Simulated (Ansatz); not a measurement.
**WS2: how the settings move a single-point run**

Aim: see which settings change the result for WS2, by how much, and at what cost. The cell is built on a prototype (fluorite) and needn't be the phase found in nature.

Method: reference: DFT, r2SCAN, plane waves, PAW, in Ansatz 0.2.0.

6 further runs of the same task are left out: 2 for a known fault of the program, 4 that didn't finish.

## Step 1: The system as given

It takes space group Fm-3m (No. 225, cubic). The conventional cell has a = 5.862 Å, b = 5.862 Å, c = 5.862 Å, α = 90.00°, β = 90.00°, γ = 90.00°. Around W (site symmetry m-3m) lie 8 S at 2.54 Å. Around S (site symmetry -43m) lie 4 W at 2.54 Å.

Structure file:

```cif
data_structure
_symmetry_space_group_name_H-M 'Fm-3m'
_symmetry_Int_Tables_number 225
_cell_length_a 5.8623
_cell_length_b 5.8623
_cell_length_c 5.8623
_cell_angle_alpha 90.000
_cell_angle_beta 90.000
_cell_angle_gamma 90.000
_cell_volume 201.47
loop_
_atom_site_label
_atom_site_type_symbol
_atom_site_symmetry_multiplicity
_atom_site_Wyckoff_symbol
_atom_site_fract_x
_atom_site_fract_y
_atom_site_fract_z
_atom_site_occupancy
W1 W 4 a 0.00000 0.00000 0.00000 1
S1 S 8 c 0.25000 0.75000 0.75000 1
```

## Step 2: Baseline

The input, input.yaml:

```yaml
crystal:
  lattice:
    - [0.0, 2.9311595479, 2.9311595479]
    - [2.9311595479, 0.0, 2.9311595479]
    - [2.9311595479, 2.9311595479, 0.0]
  atoms:
    - { symbol: W, position: [0.0, 0.0, 0.0] }
    - { symbol: S, position: [0.25, 0.25, 0.25] }
    - { symbol: S, position: [0.75, 0.75, 0.75] }
kpoints:
  mp_grid: { grid: [6, 6, 6] }
hamiltonian:
  xc: r2scan
scf:
  occupations: { method: fermi_dirac, width: 0.02 }
  n_extra_bands: 4
output:
  forces: true
  stress: true
  eigenvalues: true
```

Started as:

```bash
$ ansatz run input.yaml --threads 4 --pin off --max-ram 3686MiB --backend cpu --events-out ev --progress --plain --runs-dir out
```

Excerpt of the output:

```text
[...]
Basis set: ecut = 500 eV, 1243 PW (Γ), exchange–correlation on 128×128×128 points (64 copies of the dense FFT grid, shifted against one another)
[...]
k-points: 16 of 216
[...]
SCF iter   1: F=—  HF=-12208.834769 eV  |F-HF|=—  |Δ(HF+E_count)|=         —  Δρ=8.21e-3  dr2=3.05e-2  dr2_τ=5.13e-2  ethr=1.77e-3  ⟨swp⟩=5.9  Hψ=1587  notcnv=0
preconditioner: auto → LDOS  [metal: Δε(μ)=0.018 eV  Ē_g=8.741 eV  σ=0.020 eV  W_gap=0.22  n_scr=14 (ndim 8)  ℏωp=22.2 eV  f_vac=0.022  D(μ)=5.71/eV (n_scr^D=64)  β→1.0]
SCF iter   2: F=—  HF=-12208.905712 eV  |F-HF|=—  |Δ(HF+E_count)|=   7.09e-2  Δρ=2.81e-3  dr2=2.43e-3  dr2_τ=1.48e-3  ethr=1.17e-4  ⟨swp⟩=2.0  Hψ=602  notcnv=0
[...]
SCF iter   6: F=—  HF=-12208.907348 eV  |F-HF|=—  |Δ(HF+E_count)|=   1.65e-6  Δρ=5.40e-5  dr2=2.85e-6  dr2_τ=4.61e-8  ethr=5.41e-8  ⟨swp⟩=1.2  Hψ=291  notcnv=0
SCF iter   7: F=-12208.907347 eV  HF=-12208.907347 eV  |F-HF|=7.15e-9  |Δ(HF+E_count)|=   4.33e-7  Δρ=4.60e-6  dr2=5.33e-9  dr2_τ=1.13e-9  ethr=3.85e-10  ⟨swp⟩=4.1  Hψ=1209  notcnv=0
[...]
SCF converged after 7 iterations
Free energy (F): -12208.907347 eV
[...]
E sigma→0 (E₀):  -12208.903649 eV
[...]
Fermi energy:    12.749480 eV
[...]
  P = ⅓ Tr σ = -0.4896 GPa (-4.896 kbar)
[...]
```

Run time: 1.8 s. Hardware: 4 threads of an Arm CPU, shared host; peak memory 0.52 GiB.

## Step 3: Variant: xc pbesol

Edit input.yaml of step 2 so:

```diff
@@ -12,3 +12,3 @@
 hamiltonian:
-  xc: r2scan
+  xc: pbesol
 scf:
```

Started as:

```bash
$ ansatz run input.yaml --threads 4 --pin off --max-ram 3686MiB --backend cpu --events-out ev --progress --plain --runs-dir out
```

Log, shortened:

```text
Warning: RAYON_NUM_THREADS=4 ignored (pool sized by the plan → 4); use --threads N
scf.n_extra_bands = 4 over 13 filled bands (N_el = 26.0): the run solves 17 bands
[...]
Pseudopotentials: kind: paw
Pseudopotential: W, paw, valence charge 14, recommended cutoff 420 eV (normal), W.paw.azcp
Pseudopotential: S, paw, valence charge 6, recommended cutoff 420 eV (normal), S.paw.azcp
Functional definition: PBEsol
[...]
Crystal: 3 atoms, lattice volume = 50.367 Å³
Basis set: ecut = 420 eV, 941 PW (Γ), exchange–correlation on 60×60×60 points (8 copies of the dense FFT grid, shifted against one another)
Bands: 17, of which v1, the nominal top of the filled ones, is band 13 counted from 1 (12 counted from 0)
Symmetry: 48 space group operations
Space group: Fm-3m (ITA 225), of the structure as read, at distance tolerance 3.7e-5 Å
k-points: 16 of 216
[...]
SCF iter   1: F=—  HF=-12026.653400 eV  |F-HF|=—  |Δ(HF+E_count)|=         —  Δρ=1.08e-2  dr2=6.97e-2  ethr=1.77e-3  ⟨swp⟩=5.9  Hψ=1562  notcnv=0
[...]
SCF iter   7: F=-12026.645065 eV  HF=-12026.645065 eV  |F-HF|=1.92e-9  |Δ(HF+E_count)|=   3.33e-8  Δρ=4.55e-6  dr2=7.69e-9  ethr=3.85e-10  ⟨swp⟩=5.9  Hψ=1301  notcnv=0
[...]
SCF converged after 7 iterations
Free energy (F): -12026.645065 eV
[...]
E sigma→0 (E₀):  -12026.641482 eV
Entropy (-TS):   -0.007166 eV (-2.389 meV/atom)
Fermi energy:    12.679335 eV
[...]
--- Forces (eV/Å), atoms counted from 1 ---
  atom   1  W     -0.00000000    -0.00000000     0.00000000
  atom   2  S     -0.00000000     0.00000000     0.00000000
  atom   3  S     -0.00000000     0.00000000     0.00000000
[...]
--- Stress (GPa, compression-positive) ---
       -4.826802       0.000000      -0.000000
       -0.000000      -4.826802       0.000000
        0.000000      -0.000000      -4.826802
  P = ⅓ Tr σ = -4.8268 GPa (-48.268 kbar)
--- Band table (eV; the first three rows and the last of 16) ---
  k-point 0: bands = ["-61.5343", "-25.7635", "-25.7635", "-25.7635", "-3.2009", "1.7112", "6.2392", "6.2392", "6.2392", "11.6082", "11.6082", "11.9018", "11.9018", "11.9018", "17.2117", "17.2117", "17.2117"]
[...]
```

It took 0.89 s on 4 threads of an Arm CPU, shared host; peak memory 0.38 GiB.

A change of functional puts the total energy on another scale; the pressure goes from -0.5 to -4.8 GPa. At this fixed cell a lower pressure means that this functional prefers a smaller volume than the reference. Cost: 0.89 s against 1.8 s.

## Step 4: Changed: xc lda

Edit input.yaml of step 2 so:

```diff
@@ -12,3 +12,3 @@
 hamiltonian:
-  xc: r2scan
+  xc: lda
 scf:
```

Started as:

```bash
$ ansatz run input.yaml --threads 4 --pin off --max-ram 3686MiB --backend cpu --events-out ev --progress --plain --runs-dir out
```

Log, shortened:

```text
Warning: RAYON_NUM_THREADS=4 ignored (pool sized by the plan → 4); use --threads N
scf.n_extra_bands = 4 over 13 filled bands (N_el = 26.0): the run solves 17 bands
[...]
[... 3 set-up lines as earlier in the session ...]
Functional definition: SPW92
[...]
Crystal: 3 atoms, lattice volume = 50.367 Å³
Basis set: ecut = 420 eV, 941 PW (Γ)
Bands: 17, of which v1, the nominal top of the filled ones, is band 13 counted from 1 (12 counted from 0)
[... 2 set-up lines as earlier in the session ...]
k-points: 16 of 216
[...]
SCF iter   1: F=—  HF=-11869.310813 eV  |F-HF|=—  |Δ(HF+E_count)|=         —  Δρ=1.28e-2  dr2=9.73e-2  ethr=1.77e-3  ⟨swp⟩=5.9  Hψ=1560  notcnv=0
[...]
SCF iter   7: F=-11869.293279 eV  HF=-11869.293279 eV  |F-HF|=2.48e-9  |Δ(HF+E_count)|=   2.75e-7  Δρ=3.85e-6  dr2=1.03e-8  ethr=3.85e-10  ⟨swp⟩=3.8  Hψ=1176  notcnv=0
[...]
SCF converged after 7 iterations
Free energy (F): -11869.293279 eV
[...]
E sigma→0 (E₀):  -11869.289789 eV
Entropy (-TS):   -0.006980 eV (-2.327 meV/atom)
Fermi energy:    12.510623 eV
[...]
--- Forces (eV/Å), atoms counted from 1 ---
  atom   1  W     -0.00000000     0.00000000     0.00000000
  atom   2  S     -0.00000000     0.00000000    -0.00000000
  atom   3  S     -0.00000000    -0.00000000     0.00000000
[...]
--- Stress (GPa, compression-positive) ---
       -7.587380       0.000000       0.000000
        0.000000      -7.587380      -0.000000
        0.000000      -0.000000      -7.587380
  P = ⅓ Tr σ = -7.5874 GPa (-75.874 kbar)
--- Band table (eV; the first three rows and the last of 16) ---
  k-point 0: bands = ["-61.7070", "-25.9230", "-25.9230", "-25.9230", "-3.3059", "1.5883", "6.1067", "6.1067", "6.1067", "11.4480", "11.4480", "11.7529", "11.7529", "11.7529", "17.0881", "17.0881", "17.0881"]
[...]
```

It took 0.79 s on 4 threads of an Arm CPU, shared host; peak memory 0.36 GiB.

After a change of functional the difference of the totals has no physical meaning; the pressure goes from -0.5 to -7.6 GPa. At this fixed cell a lower pressure means that this functional prefers a smaller volume than the reference. Cost: 0.79 s against 1.8 s.

## Step 5: All runs together

| run | ending | energy change | pressure (GPa) | gap (eV) | force (eV/Å) | cycles | time |
| --- | --- | --- | --- | --- | --- | --- | --- |
| reference | converged | - | -0.5 | 0.00 | 0.00 | 7 | 1.8 s |
| 1: xc pbesol | converged | not comparable | -4.8 | 0.00 | 0.00 | 7 | 0.89 s |
| 2: xc lda | converged | not comparable | -7.6 | 0.00 | 0.00 | 7 | 0.79 s |

Residual by cycle in the longest SCF loop of each run; runs are numbered as in the table. The quantity is the density residual dr2, in eV.

| cycle | reference | run 1 | run 2 |
| --- | --- | --- | --- |
| 1 | 0.0305 | 0.0697 | 0.0973 |
| 2 | 0.00243 | 0.00728 | 0.0162 |
| 3 | 3.1e-4 | 0.00434 | 0.00363 |
| 4 | 7.8e-5 | 2.8e-4 | 9.6e-5 |
| 5 | 1.4e-5 | 1.6e-5 | 2.1e-5 |
| 6 | 2.8e-6 | 3.8e-7 | 1.3e-6 |
| 7 | 5.3e-9 | 7.7e-9 | 1.0e-8 |

What this shows: The pressure spans -7.6 to -0.5 GPa over the reference and the converged variants. The reference has no spin polarisation; with W present, a magnetic state may lie lower.
